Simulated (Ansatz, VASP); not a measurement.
# KCl in VASP and in Ansatz

```
K Cl
1.0
     0.00000    3.25078    3.15610
     3.06142    0.00000    3.15610
     3.06142    3.25078    0.00000
K Cl
1 1
Direct
  0.00000 0.00000 0.00000
  0.50000 0.50000 0.50000
```

Change from the starting cell: strain -0.0300 x Voigt [1, -1, 0, 0, 0, 0], atoms carried along.

Alike in both runs: task single point; functional PBE; k mesh 6 × 6 × 6; occupations gaussian, width 0.05 eV; no spin polarisation.

|  | VASP | Ansatz |
| --- | --- | --- |
| version | VASP 6.6.1 | Ansatz 0.2.0 |
| potentials or method | VASP PAW PBE potentials, release 64 (K_sv, Cl) | scalar-relativistic, plane waves, PAW |
| plane-wave cutoff (eV) | 520 | 420 |
| valence electrons in the cell | 16 | 16 |

|  | VASP | Ansatz | Ansatz less VASP |
| --- | --- | --- | --- |
| gap on the k mesh at the Fermi level (eV) | 5.13 | 5.13 | +0.002 |
| least direct gap on the mesh (eV) | 5.13 | 5.13 | +0.002 |
| pressure (GPa) | 0.8 | 0.7 | -0.02 |
| largest component of the traceless stress (GPa) | 1.19 | 1.17 | -0.022 |
